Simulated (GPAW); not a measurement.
# Zn K ELNES/XANES of ZnO (zincite, P6_3mc) from DFT

How does the Zn K edge of ZnO (zincite, P6_3mc) move when the bonds are compressed or stretched?

Main program and level: GPAW 26.7.0; X-ray absorption from dipole matrix elements to empty bands, plane-wave PAW revPBE.

Most raw output is cut from this account.

## 1. The structure

It takes space group P6_3mc (No. 186, hexagonal). Conventional cell: a = 3.249 Å, b = 3.249 Å, c = 5.206 Å, α = 90.00°, β = 90.00°, γ = 120.00°. Nearest to Zn lie 4 O at 1.97 to 1.98 Å. O has 4 Zn at 1.97 to 1.98 Å nearest. Farther neighbours and most contacts between anions are not listed.

## 2. Ground state of the crystal

The ground state comes first: it tells whether the system has a gap, which decides how the excited electron is treated.

Contents of scf.py:

```python
import numpy as np
from ase import Atoms
from ase.parallel import parprint, paropen
from gpaw import GPAW, PW, FermiDirac, Mixer, MixerDif, setup_paths
from gpaw.test import gen
setup_paths.insert(0, '.')
gen('Zn', name='nch1s', xcname='revPBE', corehole=(1, 0, 0), write_xml=True)
from gpaw.mpi import world
world.barrier()

atoms = Atoms('Zn2O2',
    cell=[[3.249308, 0, 0],
     [-1.624654, 2.81398327, 0],
     [0, 0, 5.205709]],
    scaled_positions=[[0.66666667, 0.33333333, 0],
     [0.33333333, 0.66666667, 0.5],
     [0.33333333, 0.66666667, 0.87901],
     [0.66666667, 0.33333333, 0.37901]],
    pbc=True)
atoms.calc = calc = GPAW(legacy_gpaw=True, mode=PW(500, force_complex_dtype=True), xc='revPBE', setups={0: 'nch1s'},
    kpts={'size': (9, 9, 5), 'gamma': True}, occupations=FermiDirac(0.05),
    charge=0, mixer=Mixer(0.1, 5, 50), maxiter=150,
    convergence={'density': 0.0001, 'eigenstates': 1e-6}, txt='scf.txt')
energy = atoms.get_potential_energy() + calc.get_reference_energy()
ef = calc.get_fermi_level()
out = dict(energy=energy, fermi=ef, forces=atoms.get_forces().tolist())
parprint(f'all-electron energy {energy:.4f} eV, Fermi level {ef:.4f} eV')
ev = np.array([[calc.get_eigenvalues(k, s) for k in range(len(calc.get_ibz_k_points()))] for s in range(calc.get_number_of_spins())])
out['homo'], out['lumo'], out['counts'] = ev[ev < ef].max(), ev[ev > ef].min(), sorted(set((ev < ef).sum((0, 2)).tolist()))
out['filled'] = (ev[:, 0] < ef).sum(1).tolist()
import json
with paropen('out.json', 'w') as f:
    json.dump(out, f)
```

On the command line:

```console
$ OMP_NUM_THREADS=1 mpirun -n 4 gpaw python scf.py
```

Elapsed: 17 s, on 4 MPI ranks of Arm Neoverse V2, shared host; peak memory 0.2 GiB; 67 s of CPU time.

The mesh shows a gap of 0.84 eV, so the hole is first treated in a charged cell, without the excited electron.

## 3. Supercell without a hole, the energy reference

The photon energy needs a difference of total energies, so the cell and mesh of the coming hole run are first run without a hole.

scf.py, as its differences from that of step 2:

```diff
@@ -10,13 +10,21 @@
 
-atoms = Atoms('Zn2O2',
-    cell=[[3.249308, 0, 0],
-     [-1.624654, 2.81398327, 0],
-     [0, 0, 5.205709]],
+atoms = Atoms('Zn6O6',
+    cell=[[0, -5.62796655, 0],
+     [4.873962, -2.81398327, 0],
+     [-1.624654, 2.81398327, 5.205709]],
     scaled_positions=[[0.66666667, 0.33333333, 0],
-     [0.33333333, 0.66666667, 0.5],
-     [0.33333333, 0.66666667, 0.87901],
-     [0.66666667, 0.33333333, 0.37901]],
+     [0, 0.66666667, 0],
+     [0.33333333, 0, 0],
+     [0.83333333, 0.16666667, 0.5],
+     [0.16666667, 0.5, 0.5],
+     [0.5, 0.83333333, 0.5],
+     [0.95967, 0.29300333, 0.87901],
+     [0.29300333, 0.62633667, 0.87901],
+     [0.62633667, 0.95967, 0.87901],
+     [0.79300333, 0.45967, 0.37901],
+     [0.12633667, 0.79300333, 0.37901],
+     [0.45967, 0.12633667, 0.37901]],
     pbc=True)
 atoms.calc = calc = GPAW(legacy_gpaw=True, mode=PW(500, force_complex_dtype=True), xc='revPBE', setups={0: 'nch1s'},
-    kpts={'size': (9, 9, 5), 'gamma': True}, occupations=FermiDirac(0.05),
+    kpts={'size': (4, 4, 4), 'gamma': True}, occupations=FermiDirac(0.02),
     charge=0, mixer=Mixer(0.1, 5, 50), maxiter=150,
```

Run time: 59 s. Hardware: 4 MPI ranks; peak memory 0.31 GiB.

Reference energy: -305496.366 eV with the cores included.

## 4. Spectrum with FCH, Zn atom 1

The holes are 5.6 Å apart. In GPAW the data set carries the hole's charge, so charge=0 means a charged cell and charge=-1 a neutral one. The excited electron is left out and a uniform background balances the charge. After the field has converged, empty bands are computed with the density fixed and the dipole matrix elements are summed.

The absorber has 4 O at 1.97 Å (tetrahedral, site symmetry 3m).

Contents of xas.py:

```python
import numpy as np
from ase import Atoms
from ase.parallel import parprint, paropen
from gpaw import GPAW, PW, FermiDirac, Mixer, MixerDif, setup_paths
from gpaw.test import gen
setup_paths.insert(0, '.')
gen('Zn', name='fch1s', xcname='revPBE', corehole=(1, 0, 1), write_xml=True)
from gpaw.mpi import world
world.barrier()

atoms = Atoms('Zn6O6',
    cell=[[0, -5.62796655, 0],
     [4.873962, -2.81398327, 0],
     [-1.624654, 2.81398327, 5.205709]],
    scaled_positions=[[0.66666667, 0.33333333, 0],
     [0, 0.66666667, 0],
     [0.33333333, 0, 0],
     [0.83333333, 0.16666667, 0.5],
     [0.16666667, 0.5, 0.5],
     [0.5, 0.83333333, 0.5],
     [0.95967, 0.29300333, 0.87901],
     [0.29300333, 0.62633667, 0.87901],
     [0.62633667, 0.95967, 0.87901],
     [0.79300333, 0.45967, 0.37901],
     [0.12633667, 0.79300333, 0.37901],
     [0.45967, 0.12633667, 0.37901]],
    pbc=True)
atoms.calc = calc = GPAW(legacy_gpaw=True, mode=PW(500, force_complex_dtype=True), xc='revPBE', setups={0: 'fch1s'},
    kpts={'size': (4, 4, 4), 'gamma': True}, occupations=FermiDirac(0.02),
    charge=0, mixer=Mixer(0.1, 5, 50), maxiter=150,
    convergence={'density': 0.0001, 'eigenstates': 1e-6}, txt='scf.txt')
energy = atoms.get_potential_energy() + calc.get_reference_energy()
ef = calc.get_fermi_level()
out = dict(energy=energy, fermi=ef, forces=atoms.get_forces().tolist())
parprint(f'all-electron energy {energy:.4f} eV, Fermi level {ef:.4f} eV')
ev = np.array([[calc.get_eigenvalues(k, s) for k in range(len(calc.get_ibz_k_points()))] for s in range(calc.get_number_of_spins())])
out['homo'], out['lumo'], out['counts'] = ev[ev < ef].max(), ev[ev > ef].min(), sorted(set((ev < ef).sum((0, 2)).tolist()))
out['filled'] = (ev[:, 0] < ef).sum(1).tolist()

from ase.units import Ha
from gpaw.xas import dipole_matrix_elements
nb = int(calc.get_number_of_electrons() / 2) + 88
top, nb = nb, nb + 8 + nb // 12
nscf = calc.fixed_density(kpts={'size': (5, 5, 5), 'gamma': True}, nbands=nb,
    convergence={'bands': top, 'eigenstates': 5e-3}, maxiter=60, txt='nscf.txt')
cell = atoms.cell.array
ops = [cell.T @ U.T @ np.linalg.inv(cell.T) for U in nscf.wfs.kd.symmetry.op_scc]
filled = [54]  # bands filled in the ground state, by spin
E = np.arange(-6, 34, 0.1)
fwhm = np.interp(E, [4, 25], [1.67, 3.5])
Y, X, zero, highest = 0, 0, 1e9, 1e9
for spin in range(nscf.get_number_of_spins()):
    wfs = nscf.wfs
    mine = wfs.bd.get_slice()  # this rank's bands
    A = dipole_matrix_elements(wfs.setups[0])
    eps = np.zeros((wfs.kd.nibzkpts, nb))
    d = np.zeros((3, A.shape[1], wfs.kd.nibzkpts, nb), complex)
    for kpt in wfs.kpt_u:
        if kpt.s == spin and 0 in kpt.P_ani:
            eps[kpt.k, mine] = kpt.eps_n * Ha
            d[:, :, kpt.k, mine] = (kpt.weight * wfs.nspins / 2) ** 0.5 * np.inner(A, kpt.P_ani[0])
    world.sum(eps)
    world.sum(d)
    T = np.einsum('amkn,bmkn->abkn', d, d.conj()).real
    T = sum(np.einsum('ai,ijkn,bj->abkn', R, T, R) for R in ops) / len(ops)
    empty = np.ones_like(eps, bool) & (np.arange(nb) >= filled[spin])
    zero, highest = min(zero, eps[empty].min()), min(highest, eps[:, top - 1].min())
    lines = [(eps, T, empty)] if spin == 0 else lines + [(eps, T, empty)]
for eps, T, empty in lines:
    f = np.einsum('aakn->akn', T).reshape(3, -1)
    x = eps.ravel() - zero
    w = np.interp(x, E, fwhm) / 2.35482
    g = np.exp(-0.5 * ((E[:, None] - x) / w) ** 2) / (w * (2 * np.pi) ** 0.5)
    Y = Y + (f * empty.ravel()) @ g.T
    X = X + (f * ~empty.ravel()) @ g.T
out.update(E=E.round(2).tolist(), xas=Y.tolist(), xes=X.tolist(), zero=zero, valid=highest - zero, nk=len(eps), nb=nb)
for i in range(0, len(E), 10):
    parprint(f'{E[i]:7.2f}', *(f'{v:10.3e}' for v in Y[:, i]))
import json
with paropen('out.json', 'w') as f:
    json.dump(out, f)
```

On the command line:

```console
$ OMP_NUM_THREADS=1 mpirun -n 4 gpaw python xas.py
```

Wall time 3.3 min (4 MPI ranks); peak memory 0.59 GiB; 13 min of CPU time.

The Zn K spectrum, Zn atom 1, full core hole (charged cell) (energy from the lowest empty level; intensity scaled to a mean of 1 over the first 20 eV; polarised curves are means over the symmetry-equivalent atoms):

```tsv
E (eV)	isotropic	ε ⊥ c	ε ∥ c
-2.0	0.00	0.00	0.00
-1.5	0.00	0.00	0.00
-1.0	0.00	0.00	0.00
-0.5	0.00	0.00	0.00
0.0	0.00	0.00	0.00
0.5	0.00	0.00	0.00
1.0	0.01	0.01	0.01
1.5	0.02	0.02	0.02
2.0	0.03	0.03	0.03
2.5	0.06	0.06	0.06
3.0	0.12	0.13	0.11
3.5	0.25	0.26	0.23
4.0	0.43	0.45	0.39
4.5	0.63	0.65	0.58
5.0	0.82	0.84	0.77
5.5	0.97	0.99	0.94
6.0	1.10	1.10	1.09
6.5	1.21	1.18	1.27
7.0	1.31	1.21	1.51
7.5	1.38	1.20	1.74
8.0	1.42	1.20	1.88
8.5	1.45	1.21	1.92
9.0	1.51	1.30	1.93
9.5	1.66	1.54	1.91
10.0	1.87	1.91	1.78
10.5	2.08	2.36	1.54
11.0	2.25	2.73	1.27
11.5	2.26	2.85	1.09
12.0	2.10	2.64	1.03
12.5	1.80	2.16	1.08
13.0	1.48	1.61	1.23
13.5	1.26	1.18	1.43
14.0	1.13	0.89	1.61
14.5	1.05	0.73	1.67
15.0	0.95	0.64	1.57
15.5	0.84	0.59	1.34
16.0	0.73	0.57	1.07
16.5	0.65	0.55	0.85
17.0	0.62	0.56	0.73
17.5	0.62	0.58	0.70
18.0	0.67	0.63	0.74
18.5	0.74	0.70	0.82
19.0	0.84	0.80	0.94
19.5	0.96	0.90	1.07
20.0	1.06	1.00	1.18
20.5	1.14	1.08	1.24
21.0	1.18	1.14	1.26
21.5	1.19	1.18	1.22
22.0	1.17	1.19	1.14
22.5	1.13	1.17	1.04
23.0	1.08	1.15	0.94
23.5	1.03	1.12	0.85
24.0	0.99	1.10	0.78
24.5	0.95	1.06	0.73
25.0	0.92	1.02	0.71
25.5	0.89	0.97	0.71
26.0	0.86	0.92	0.74
26.5	0.83	0.86	0.77
27.0	0.81	0.81	0.82
27.5	0.80	0.77	0.86
28.0	0.80	0.75	0.89
28.5	0.80	0.75	0.91
29.0	0.81	0.76	0.90
29.5	0.81	0.78	0.88
30.0	0.81	0.80	0.84
30.5	0.80	0.81	0.79
31.0	0.78	0.81	0.74
31.5	0.76	0.79	0.69
32.0	0.72	0.76	0.65
```

Main maxima below 30 eV (height): 11.4 eV (2.28) and 21.4 eV (1.19). A K edge sees empty p states on the absorber.

The hole costs E(hole) − E(ground) = 9685.74 eV, and the lowest empty level of the hole cell on the spectrum's mesh lies at 4.80 eV, which puts the zero at 9690.54 eV. One term is added: -30.96 eV, since the hole is spin-paired here and a spin-polarised one costs that much less in the free atom (computed apart). The photon energy is then 9659.58 eV. The tabulated edge of the element is 9659 eV. The functional and the charged cell's background leave an error of a few eV in such absolute values.

## 5. Reference energy of the supercell

The cell changes for the next run, so it gets a reference energy of its own.

The cell differs from the one that the last finished run ended in (a 5.628 → 5.513 Å, b 5.628 → 5.513 Å, c 6.137 → 6.011 Å).

scf.py, as its differences from that of step 3:

```diff
@@ -11,5 +11,5 @@
 atoms = Atoms('Zn6O6',
-    cell=[[0, -5.62796655, 0],
-     [4.873962, -2.81398327, 0],
-     [-1.624654, 2.81398327, 5.205709]],
+    cell=[[0, -5.51307785, 0],
+     [4.77446547, -2.75653892, 0],
+     [-1.59148849, 2.75653892, 5.09944022]],
     scaled_positions=[[0.66666667, 0.33333333, 0],
```

On the command line:

```console
$ OMP_NUM_THREADS=1 mpirun -n 4 gpaw python scf.py
```

Elapsed: 64 s, on 4 MPI ranks; peak memory 0.3 GiB.

Reference energy: -305495.609 eV with the cores included.

## 6. Spectrum with FCH, Zn atom 1

Shorter bonds are expected to push antibonding states and scattering resonances up, and longer ones down; the cell is scaled to test that.

Changed against the first core-hole run: volume scale from 1 to 0.94.

xas.py, as its differences from that of step 4:

```diff
@@ -11,5 +11,5 @@
 atoms = Atoms('Zn6O6',
-    cell=[[0, -5.62796655, 0],
-     [4.873962, -2.81398327, 0],
-     [-1.624654, 2.81398327, 5.205709]],
+    cell=[[0, -5.51307785, 0],
+     [4.77446547, -2.75653892, 0],
+     [-1.59148849, 2.75653892, 5.09944022]],
     scaled_positions=[[0.66666667, 0.33333333, 0],
@@ -41,3 +41,3 @@
 from gpaw.xas import dipole_matrix_elements
-nb = int(calc.get_number_of_electrons() / 2) + 88
+nb = int(calc.get_number_of_electrons() / 2) + 83
 top, nb = nb, nb + 8 + nb // 12
```

On the command line:

```console
$ OMP_NUM_THREADS=1 mpirun -n 4 gpaw python xas.py
```

The job ended after 3.1 min (4 MPI ranks; peak memory 0.57 GiB).

```tsv
E (eV)	first run	this run
-2.0	0.00	0.00
-1.0	0.00	0.00
0.0	0.00	0.00
1.0	0.01	0.01
2.0	0.03	0.03
3.0	0.12	0.12
4.0	0.43	0.43
5.0	0.82	0.83
6.0	1.10	1.07
7.0	1.31	1.17
8.0	1.42	1.28
9.0	1.51	1.40
10.0	1.87	1.74
11.0	2.25	2.18
12.0	2.10	2.22
13.0	1.48	1.66
14.0	1.13	1.24
15.0	0.95	1.10
16.0	0.73	0.89
17.0	0.62	0.68
18.0	0.67	0.63
19.0	0.84	0.75
20.0	1.06	0.95
21.0	1.18	1.13
22.0	1.17	1.20
23.0	1.08	1.16
24.0	0.99	1.08
25.0	0.92	1.01
26.0	0.86	0.95
27.0	0.81	0.89
28.0	0.80	0.84
29.0	0.81	0.83
30.0	0.81	0.84
31.0	0.78	0.84
32.0	0.72	0.80
```

The scaled spectrum changes by 8 % r.m.s. The highest intensity below 24 eV goes from 11.4 eV (2.28) to 11.6 eV (2.29).

The photon energy of the zero moves by +0.12 eV.

## 7. Reference energy of the supercell

The cell differs from the one that the last finished run ended in (a 5.513 → 5.571 Å, b 5.513 → 5.571 Å, c 6.011 → 6.075 Å).

scf.py, as its differences from that of step 5:

```diff
@@ -11,5 +11,5 @@
 atoms = Atoms('Zn6O6',
-    cell=[[0, -5.51307785, 0],
-     [4.77446547, -2.75653892, 0],
-     [-1.59148849, 2.75653892, 5.09944022]],
+    cell=[[0, -5.57111451, 0],
+     [4.82472669, -2.78555726, 0],
+     [-1.60824223, 2.78555726, 5.15312249]],
     scaled_positions=[[0.66666667, 0.33333333, 0],
```

On the command line:

```console
$ OMP_NUM_THREADS=1 mpirun -n 4 gpaw python scf.py
```

The job ended after 56 s (4 MPI ranks; peak memory 0.31 GiB; 3.7 min of CPU time).

Reference energy: -305496.066 eV with the cores included.

## 8. Spectrum with FCH, Zn atom 1

Changed against the first core-hole run: volume scale from 1 to 0.97.

xas.py, as its differences from that of step 6:

```diff
@@ -11,5 +11,5 @@
 atoms = Atoms('Zn6O6',
-    cell=[[0, -5.51307785, 0],
-     [4.77446547, -2.75653892, 0],
-     [-1.59148849, 2.75653892, 5.09944022]],
+    cell=[[0, -5.57111451, 0],
+     [4.82472669, -2.78555726, 0],
+     [-1.60824223, 2.78555726, 5.15312249]],
     scaled_positions=[[0.66666667, 0.33333333, 0],
@@ -41,3 +41,3 @@
 from gpaw.xas import dipole_matrix_elements
-nb = int(calc.get_number_of_electrons() / 2) + 83
+nb = int(calc.get_number_of_electrons() / 2) + 85
 top, nb = nb, nb + 8 + nb // 12
```

On the command line:

```console
$ OMP_NUM_THREADS=1 mpirun -n 4 gpaw python xas.py
```

The job ended after 3.2 min (4 MPI ranks; peak memory 0.58 GiB).

```tsv
E (eV)	first run	this run
-2.0	0.00	0.00
-1.0	0.00	0.00
0.0	0.00	0.00
1.0	0.01	0.01
2.0	0.03	0.03
3.0	0.12	0.12
4.0	0.43	0.43
5.0	0.82	0.82
6.0	1.10	1.08
7.0	1.31	1.24
8.0	1.42	1.35
9.0	1.51	1.46
10.0	1.87	1.80
11.0	2.25	2.22
12.0	2.10	2.17
13.0	1.48	1.57
14.0	1.13	1.18
15.0	0.95	1.03
16.0	0.73	0.81
17.0	0.62	0.64
18.0	0.67	0.64
19.0	0.84	0.79
20.0	1.06	1.01
21.0	1.18	1.16
22.0	1.17	1.19
23.0	1.08	1.12
24.0	0.99	1.04
25.0	0.92	0.96
26.0	0.86	0.90
27.0	0.81	0.84
28.0	0.80	0.82
29.0	0.81	0.82
30.0	0.81	0.83
31.0	0.78	0.81
32.0	0.72	0.76
```

Against the first run the r.m.s. difference is 4 %. The highest intensity below 24 eV stays at 11.4 eV.

The photon energy of the zero moves by +0.06 eV.

## 9. Supercell without a hole, the energy reference

The cell differs from the one that the last finished run ended in (a 5.571 → 5.684 Å, b 5.571 → 5.684 Å, c 6.075 → 6.197 Å).

scf.py, as its differences from that of step 7:

```diff
@@ -11,5 +11,5 @@
 atoms = Atoms('Zn6O6',
-    cell=[[0, -5.57111451, 0],
-     [4.82472669, -2.78555726, 0],
-     [-1.60824223, 2.78555726, 5.15312249]],
+    cell=[[0, -5.68369261, 0],
+     [4.92222219, -2.84184631, 0],
+     [-1.64074073, 2.84184631, 5.25725403]],
     scaled_positions=[[0.66666667, 0.33333333, 0],
```

On the command line:

```console
$ OMP_NUM_THREADS=1 mpirun -n 4 gpaw python scf.py
```

It took 60 s on 4 MPI ranks; peak memory 0.31 GiB.

Reference energy: -305496.557 eV with the cores included.

## 10. Spectrum with FCH, Zn atom 1

Changed against the first core-hole run: volume scale from 1 to 1.03.

xas.py, as its differences from that of step 8:

```diff
@@ -11,5 +11,5 @@
 atoms = Atoms('Zn6O6',
-    cell=[[0, -5.57111451, 0],
-     [4.82472669, -2.78555726, 0],
-     [-1.60824223, 2.78555726, 5.15312249]],
+    cell=[[0, -5.68369261, 0],
+     [4.92222219, -2.84184631, 0],
+     [-1.64074073, 2.84184631, 5.25725403]],
     scaled_positions=[[0.66666667, 0.33333333, 0],
@@ -41,3 +41,3 @@
 from gpaw.xas import dipole_matrix_elements
-nb = int(calc.get_number_of_electrons() / 2) + 85
+nb = int(calc.get_number_of_electrons() / 2) + 90
 top, nb = nb, nb + 8 + nb // 12
```

On the command line:

```console
$ OMP_NUM_THREADS=1 mpirun -n 4 gpaw python xas.py
```

Run time: 3.4 min. Hardware: 4 MPI ranks; peak memory 0.6 GiB.

```tsv
E (eV)	first run	this run
-2.0	0.00	0.00
-1.0	0.00	0.00
0.0	0.00	0.00
1.0	0.01	0.01
2.0	0.03	0.03
3.0	0.12	0.12
4.0	0.43	0.43
5.0	0.82	0.81
6.0	1.10	1.12
7.0	1.31	1.38
8.0	1.42	1.49
9.0	1.51	1.56
10.0	1.87	1.92
11.0	2.25	2.26
12.0	2.10	2.03
13.0	1.48	1.40
14.0	1.13	1.07
15.0	0.95	0.88
16.0	0.73	0.67
17.0	0.62	0.61
18.0	0.67	0.70
19.0	0.84	0.90
20.0	1.06	1.10
21.0	1.18	1.18
22.0	1.17	1.14
23.0	1.08	1.03
24.0	0.99	0.95
25.0	0.92	0.88
26.0	0.86	0.82
27.0	0.81	0.78
28.0	0.80	0.79
29.0	0.81	0.80
30.0	0.81	0.80
31.0	0.78	0.75
32.0	0.72	0.69
```

The scaled spectrum changes by 4 % r.m.s. The highest intensity below 24 eV goes from 11.4 eV (2.28) to 11.2 eV (2.27).

The photon energy of the zero moves by -0.05 eV.

## 11. Supercell without a hole, the energy reference

The cell differs from the one that the last finished run ended in (a 5.684 → 5.738 Å, b 5.684 → 5.738 Å, c 6.197 → 6.257 Å).

scf.py, as its differences from that of step 9:

```diff
@@ -11,5 +11,5 @@
 atoms = Atoms('Zn6O6',
-    cell=[[0, -5.68369261, 0],
-     [4.92222219, -2.84184631, 0],
-     [-1.64074073, 2.84184631, 5.25725403]],
+    cell=[[0, -5.73834685, 0],
+     [4.96955415, -2.86917343, 0],
+     [-1.65651805, 2.86917343, 5.30780765]],
     scaled_positions=[[0.66666667, 0.33333333, 0],
```

On the command line:

```console
$ OMP_NUM_THREADS=1 mpirun -n 4 gpaw python scf.py
```

Wall time 57 s (4 MPI ranks); peak memory 0.31 GiB; 3.8 min of CPU time.

Reference energy: -305496.632 eV with the cores included.

[end of part 1 of 2]

[Logs are printed without paths, hosts, clocks, repeated set-up lines and the standing remarks that a program may print on its own settings, such as how far it seeks lower states.]

[Hosts, paths, dates, database ids (printed as entryN), source tags and the programs' standing remarks are cut or masked in the printed files.]

[Lists of maxima count a maximum above −3 eV only where it reaches 4 % of the highest in the window and stands out from its surroundings by 2 % of it (1.5 % where it reaches 55 %); shoulders and weaker maxima are passed over, and of the rest the first, up to two pre-edge ones and the few strongest are named.]
